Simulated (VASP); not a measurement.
Wanted: the native input for a VASP 6.6.1 run.

| Quantity | Value |
| --- | --- |
| Task | single point |
| Functional | PBEsol |
| Potentials or basis | VASP PAW PBE potentials, release 64 (Cu, Au) |
| Cutoff | 520 eV |
| k mesh | 10 × 10 × 10 |
| Occupations | gaussian, width 0.1 eV |
| Spin | no spin polarisation |
| Dipole correction | no |
| Further INCAR settings | ALGO = Fast; EDIFF = 1e-06; NBANDS = 30 |

The structure of CuAu3 lies in POSCAR:

```
CuAu3
1.0
    3.6693610000      0.0000000000      0.0000000000
    0.0000000000      3.9081610000      0.0000000000
    0.0000000000      0.0000000000      3.9081610000
Cu Au
1 3
Direct
    0.0000000000      0.0000000000      0.0000000000
    0.0000000000      0.5000000000      0.5000000000
    0.5213198024      0.0000000000      0.5000000000
    0.4786801976      0.5000000000      0.0000000000
```

The cell isn't the ideal one: strained and moved within a subgroup.

The input as run:

INCAR

```
  PREC = Accurate
  ENCUT = 520
  EDIFF = 1E-6
  ISMEAR = 0
  SIGMA = 0.1
  LREAL = False
  LASPH = True
  NELM = 100
  ALGO = Fast
  ISIF = 2
  LWAVE = False
  LCHARG = True
  GGA = PS
  LELF = True
  LVHAR = True
  NBANDS = 30
```

KPOINTS

```
regular mesh
0
Gamma
  10 10 10
```

Potentials or basis: VASP PAW PBE potentials, release 64 (Cu, Au).

Run with:

```sh
$ cat potpaw_PBE.64/Cu/POTCAR potpaw_PBE.64/Au/POTCAR > POTCAR
$ mpirun -np 1 vasp_std > vasp.out
```

It gave:

| Item | Value |
| --- | --- |
| Pressure | 27.6 GPa |
| Largest force | 0.866 eV/Å |
| Band gap on the k mesh | none (metal or under the smearing width) |

Caveat: so large a pressure means that the cell lies far from this level's equilibrium, or that cutoff or potentials fall short; the potentials were made for another functional, which shifts forces and pressure.

Wall time 2.1 min on 1 thread of Intel(R) Xeon(R) Platinum 8488C (Sapphire Rapids), with other jobs on the host, peak memory 0.29 GiB.
